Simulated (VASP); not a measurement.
# MgO (I4/mmm) in VASP: single point with r2SCAN

Aim: the single point of MgO with r2SCAN.

Program: VASP 6.6.1. These are calculated values, not measurements. Logs are shortened: lines on timing, memory, paths and dates and some standing lists are left out, and cuts for length are marked.

## (1) The structure

It takes space group I4/mmm (No. 139, tetragonal). Conventional cell: a = 2.877 Å, b = 2.877 Å, c = 4.398 Å, α = 90.00°, β = 90.00°, γ = 90.00°. Mg (site symmetry 4/mmm) is surrounded by 6 O at 2.03 to 2.20 Å. Around O (site symmetry 4/mmm) lie 6 Mg at 2.03 to 2.20 Å.

The cell was built by a generator and isn't the measured one.

## (2) Single point, r2SCAN

File POSCAR:

```
MgO
1.0
    2.8766387513      0.0000000000      0.0000000000
    0.0000000000      2.8766387513      0.0000000000
    0.0000000000      0.0000000000      4.3975368616
Mg O
2 2
Direct
    0.0000000000      0.0000000000      0.0000000000
    0.5000000000      0.5000000000      0.5000000000
    0.5000000000      0.5000000000      0.0000000000
    0.0000000000      0.0000000000      0.5000000000
```

File INCAR.step1:

```
SYSTEM = MgO
  PREC = Accurate
  ENCUT = 520
  ISMEAR = 0
  SIGMA = 0.02
  LREAL = .False.
  LASPH = .True.
  NELM = 100
  NBANDS = 16
  GGA = PE
  ALGO = Normal
  EDIFF = 1E-4
  LWAVE = .True.
  LCHARG = .False.
```

File INCAR.step2:

```
SYSTEM = MgO
  PREC = Accurate
  ENCUT = 520
  EDIFF = 1E-7
  ISMEAR = 0
  SIGMA = 0.02
  LREAL = .False.
  LASPH = .True.
  NELM = 100
  ALGO = Normal
  ISIF = 2
  LWAVE = .False.
  LCHARG = .True.
  METAGGA = R2SCAN
  LMIXTAU = .True.
  LELF = .True.
  LVHAR = .True.
  NBANDS = 16
  ISTART = 1
```

File KPOINTS:

```
Automatic mesh
0
Gamma
  8 8 6
  0 0 0
```

Potentials or basis: VASP PAW PBE potentials, release 64 (Mg, O).

Started as:

```sh
cat potpaw_PBE.64/Mg/POTCAR potpaw_PBE.64/O/POTCAR > POTCAR
cp INCAR.step1 INCAR
mpirun -np 1 vasp_std > vasp.out
cp INCAR.step2 INCAR
mpirun -np 1 vasp_std > vasp.out
```

OUTCAR:

```text
SYSTEM = MgO
   PREC = Accurate
   ENCUT = 520
   EDIFF = 1E-7
   ISMEAR = 0
   LREAL = .False.
   LASPH = .True.
   NELM = 100
   ISIF = 2
   METAGGA = R2SCAN
   ISTART = 1

 ion  position               nearest neighbor table
   1  0.000  0.000  0.000-   3 2.03   3 2.03   3 2.03   3 2.03   4 2.20   4 2.20   2 3.00   2 3.00
                             2 3.00   2 3.00   2 3.00   2 3.00   2 3.00   2 3.00
   2  0.500  0.500  0.500-   4 2.03   4 2.03   4 2.03   4 2.03   3 2.20   3 2.20   1 3.00   1 3.00
                             1 3.00   1 3.00   1 3.00   1 3.00   1 3.00   1 3.00
   3  0.500  0.500  0.000-   1 2.03   1 2.03   1 2.03   1 2.03   2 2.20   2 2.20
   4  0.000  0.000  0.500-   2 2.03   2 2.03   2 2.03   2 2.03   1 2.20   1 2.20

  LATTYP: Found a simple tetragonal cell.
 ALAT       =     2.8766387513
 C/A-ratio  =     1.5287066753

  Lattice vectors:

 A1 = (   2.8766387513,   0.0000000000,   0.0000000000)
 A2 = (   0.0000000000,   2.8766387513,   0.0000000000)
 A3 = (   0.0000000000,   0.0000000000,   4.3975368616)

Analysis of symmetry for initial positions (statically):
=====================================================================
 Subroutine PRICEL returns following result:

  LATTYP: Found a body centered tetragonal cell.
 ALAT       =     2.8766387513
 C/A-ratio  =     1.5287066753

  Lattice vectors:

 A1 = (   1.4383193756,  -1.4383193756,  -2.1987684308)
 A2 = (  -1.4383193756,   1.4383193756,  -2.1987684308)
 A3 = (   1.4383193756,   1.4383193756,   2.1987684308)

   2 primitive cells build up your supercell.

 Routine SETGRP: Setting up the symmetry group for a
 simple tetragonal supercell.

 Subroutine GETGRP returns: Found 16 space group operations
 (whereof 16 operations were pure point group operations)
 out of a pool of 16 trial point group operations.

The static configuration has the point symmetry D_4h.

Analysis of symmetry for dynamics (positions and initial velocities):
=====================================================================
 Subroutine PRICEL returns following result:

  LATTYP: Found a body centered tetragonal cell.
 ALAT       =     2.8766387513
 C/A-ratio  =     1.5287066753

  Lattice vectors:

 A1 = (   1.4383193756,  -1.4383193756,  -2.1987684308)
 A2 = (  -1.4383193756,   1.4383193756,  -2.1987684308)
 A3 = (   1.4383193756,   1.4383193756,   2.1987684308)

   2 primitive cells build up your supercell.

 Routine SETGRP: Setting up the symmetry group for a
 simple tetragonal supercell.

 Subroutine GETGRP returns: Found 16 space group operations
 (whereof 16 operations were pure point group operations)
 out of a pool of 16 trial point group operations.

The dynamic configuration has the point symmetry D_4h.

 Subroutine INISYM returns: Found 16 space group operations
 (whereof 16 operations are pure point group operations),
 and found     2 'primitive' translations

----------------------------------------------------------------------------------------

                                     Primitive cell

  volume of cell :      18.1949

  direct lattice vectors                    reciprocal lattice vectors
     1.438319376 -1.438319376 -2.198768431     0.347627939  0.000000000 -0.227400027
    -1.438319376  1.438319376 -2.198768431     0.000000000  0.347627939 -0.227400027
     1.438319376  1.438319376  2.198768431     0.347627939  0.347627939  0.000000000

  length of vectors
     2.995347704  2.995347704  2.995347704     0.415398551  0.415398551  0.491620146

  position of ions in fractional coordinates (direct lattice)
     0.000000000  0.000000000  0.000000000
     0.500000000  0.500000000  0.000000000

  ion indices of the primitive-cell ions
   primitive index   ion index
                 1           1
                 2           4

----------------------------------------------------------------------------------------

 KPOINTS: Automatic mesh

Automatic generation of k-mesh.
 Grid dimensions read from file:
 generate k-points for:    8    8    6

 Generating k-lattice:

  Cartesian coordinates                     Fractional coordinates (reciprocal lattice)
     0.043453492  0.000000000  0.000000000     0.125000000  0.000000000  0.000000000
     0.000000000  0.043453492  0.000000000     0.000000000  0.125000000  0.000000000
     0.000000000  0.000000000  0.037900004     0.000000000  0.000000000  0.166666667

  Length of vectors
     0.043453492  0.043453492  0.037900004

  Shift w.r.t. Gamma in fractional coordinates (k-lattice)
     0.000000000  0.000000000  0.000000000

 Subroutine IBZKPT returns following result:
 ===========================================

 Found     60 irreducible k-points:

 Following reciprocal coordinates:
            Coordinates               Weight
  0.000000  0.000000  0.000000      1.000000
  0.125000  0.000000  0.000000      4.000000
  0.250000  0.000000  0.000000      4.000000
  0.375000  0.000000  0.000000      4.000000
  0.500000  0.000000  0.000000      2.000000
  0.125000  0.125000  0.000000      4.000000
[... 16 lines left out ...]
  0.375000  0.125000  0.166667     16.000000
  0.500000  0.125000  0.166667      8.000000
 [... further k-points ...]
   k-points           NKPTS =     60   k-points in BZ     NKDIM =     60   number of bands    NBANDS=     16
   number of dos      NEDOS =    301   number of ions     NIONS =      4
   total plane-waves  NPLWV =  20736
   dimension x,y,z NGX =    24 NGY =   24 NGZ =   36
   dimension x,y,z NGXF=    48 NGYF=   48 NGZF=   72
   ions per type =               2   2
   NGX,Y,Z   is equivalent  to a cutoff of  13.87, 13.87, 13.61 a.u.
   NGXF,Y,Z  is equivalent  to a cutoff of  27.74, 27.74, 27.22 a.u.
 SYSTEM =  MgO
   PREC   = accura    normal or accurate (medium, high low for compatibility)
   ISTART =      1    job   : 0-new  1-cont  2-samecut
   ICHARG =      0    charge: 1-file 2-atom 10-const
   ISPIN  =      1    spin polarized calculation?
   LNONCOLLINEAR =      F non collinear calculations
   LSORBIT =      F    spin-orbit coupling
   LASPH  =      T    aspherical Exc in radial PAW
   ENCUT  =  520.0 eV  38.22 Ry    6.18 a.u.   5.35  5.35  8.18*2*pi/ulx,y,z
   NELM   =    100;   NELMIN=  2; NELMDL=  0     # of ELM steps
   EDIFF  = 0.1E-06   stopping-criterion for ELM
   LREAL  =      F    real-space projection
   EDIFFG = 0.1E-05   stopping-criterion for IOM
   NSW    =      0    number of steps for IOM
   IBRION =     -1    ionic relax: 0-MD 1-quasi-New 2-CG
   NFREE  =      0    steps in history (QN), initial steepest desc. (CG)
   ISIF   =      2    stress and relaxation
   ISYM   =      2    0-nonsym 1-usesym 2-fastsym
   POTIM  = 0.5000    time-step for ionic-motion
   TEBEG  =    0.0;   TEEND  =   0.0 temperature during run
   PSTRESS=    0.0 pullay stress
   NELECT =      16.0000    total number of electrons
   NUPDOWN=      -1.0000    fix difference up-down
   EMIN   =  10.00;   EMAX   =-10.00  energy-range for DOS
   EFERMI =   0.00;   METHOD = LEGACY
   ISMEAR =     0;   SIGMA  =   0.02  broadening in eV -4-tet -1-fermi 0-gaus
   EFERMI_NEDOS =   21; number of points for ismear=-14 and -15
   IALGO  =     38    algorithm
   IMIX   =      4    mixing-type and parameters
     AMIX     =   0.40;   BMIX     =  1.00
     AMIX_MAG =   1.60;   BMIX_MAG =  1.00
  volume/ion in A,a.u.               =       9.10        61.39
  Fermi-wavevector in a.u.,A,eV,Ry     =   1.244863  2.352449 21.084718  1.549683
  Thomas-Fermi vector in A             =   2.379111
   LORBIT       =      0    0 simple, 1 ext, 2 COOP (PROOUT), +10 PAW based schemes
   METAGGA = R2SCAN    functional components
   LHFCALC =     F    Hartree Fock is set to
   AEXX    =    0.0000 exact exchange contribution
   IVDW    =     0    specifies the selected vdW correction
   LEPSILON=     F    determine dielectric tensor
   LRPA    =     F    only Hartree local field effects (RPA)
 non-spin polarized calculation
 Gauss-broadening in eV      SIGMA  =   0.02
  energy-cutoff  :      520.00
  volume of cell :       36.39
 maximum number of plane-waves:       992
 NGX is ok and might be reduce to    24
   NGX = 11   NGY = 11   NGZ = 17

 number of electron      15.9999995 magnetization

 Free energy of the ion-electron system (eV)
  ---------------------------------------------------
  ext. energy  EPLUGINS =         0.00000000
  ---------------------------------------------------
  free energy    TOTEN  =       -32.21458190 eV

  energy without entropy =      -32.21458190  energy(sigma->0) =      -32.21458190

 E-fermi :   3.1477     XC(G=0): -11.7216

 val. band max:        3.0402982786   @ k =   0.0000   0.0000   0.0000
 cond. band min:       8.7843977171   @ k =   0.0000   0.0000   0.0000
 fundamental gap:      5.7440994385
 Fermi energy:         3.1477265553

 k-point     1 :       0.0000    0.0000    0.0000
  band No.  band energies     occupation
      1     -15.3838      2.00000
      2     -13.9731      2.00000
      3      -1.4177      2.00000
      4       1.7828      2.00000
      5       1.7828      2.00000
      6       2.9137      2.00000
[... 8 lines left out ...]
     15      20.3159      0.00000
     16      24.2594      0.00000

 k-point     2 :       0.1250    0.0000    0.0000
  band No.  band energies     occupation
      1     -15.2627      2.00000
      2     -13.9380      2.00000
      3      -1.2478      2.00000
      4       1.2585      2.00000
      5       1.8246      2.00000
      6       2.2494      2.00000
[... 8 lines left out ...]
     15      20.6059      0.00000
     16      23.7479      0.00000

 k-point     3 :       0.2500    0.0000    0.0000
  band No.  band energies     occupation
      1     -14.9334      2.00000
      2     -13.8762      2.00000
      3      -0.7549      2.00000
      4       0.1929      2.00000
      5       0.9344      2.00000
      6       1.9449      2.00000
[... 8 lines left out ...]
     15      21.4758      0.00000
     16      23.1806      0.00000
[... 362 lines left out ...]
 k-point    23 :       0.3750    0.1250    0.1667
  band No.  band energies     occupation
      1     -14.3778      2.00000
      2     -13.8928      2.00000
      3      -0.9407      2.00000
      4      -0.5138      2.00000
      5       0.6102      2.00000
      6       1.8362      2.00000
[... 8 lines left out ...]
     15      21.5699      0.00000
     16      21.8596      0.00000

 k-point    24 :       0.5000    0.1250    0.1667
  band No.  band energies     occupation
      1     -14.0479      2.00000
      2     -14.0479      2.00000
      3      -1.0446      2.00000
      4      -1.0446      2.00000
      5       1.3022      2.00000
      6       1.3022      2.00000
[... 8 lines left out ...]
     15      22.0232      0.00000
     16      22.0232      0.00000

 [... further k-points ...]

------------------------ aborting loop because EDIFF is reached ----------------------------------------

  FORCE on cell =-STRESS in cart. coord.  units (eV):
  Direction    XX          YY          ZZ          XY          YZ          ZX
  --------------------------------------------------------------------------------------
  -------------------------------------------------------------------------------------
  Total        2.3417489      2.3417489     -1.5042164      0.0000000      0.0000000     -0.0000000
  in kB      103.1028710    103.1028710    -66.2278658      0.0000000      0.0000000     -0.0000000
  external PRESSURE =      46.6592921 kB  Pullay stress =       0.0000000 kB

 VOLUME and BASIS-vectors are now :
 -----------------------------------------------------------------------------
  energy-cutoff  :      520.00
  volume of cell :       36.39
      direct lattice vectors                 reciprocal lattice vectors
     2.876638751  0.000000000  0.000000000     0.347627939  0.000000000  0.000000000
     0.000000000  2.876638751  0.000000000     0.000000000  0.347627939  0.000000000
     0.000000000  0.000000000  4.397536862     0.000000000  0.000000000  0.227400027

 POSITION                                       TOTAL-FORCE (eV/Angst)
 -----------------------------------------------------------------------------------
      0.00000      0.00000      0.00000         0.000000      0.000000      0.000000
      1.43832      1.43832      2.19877        -0.000000     -0.000000      0.000000
      1.43832      1.43832      0.00000         0.000000     -0.000000     -0.000000
      0.00000      0.00000      2.19877         0.000000      0.000000      0.000000
 -----------------------------------------------------------------------------------
    total drift:                                0.000000     -0.000000     -0.000000

  FREE ENERGIE OF THE ION-ELECTRON SYSTEM (eV)
  ---------------------------------------------------
  free  energy   TOTEN  =       -32.2145819016 eV

  energy  without entropy=      -32.2145819016  energy(sigma->0) =      -32.21458190
```

It took 72 s on 1 thread of Intel Xeon Platinum 8375C at 2.90GHz (Ice Lake), shared host; peak memory 0.17 GiB.

What came out:

* Free energy: -32.2146 eV
* Pressure: 4.7 GPa
* Band gap on the k mesh: 5.74 eV

Caveat: the PAW data sets were made with another functional, which shifts forces and pressure a little. r2SCAN opens gaps a little over a GGA but as a rule still falls short of measured ones.
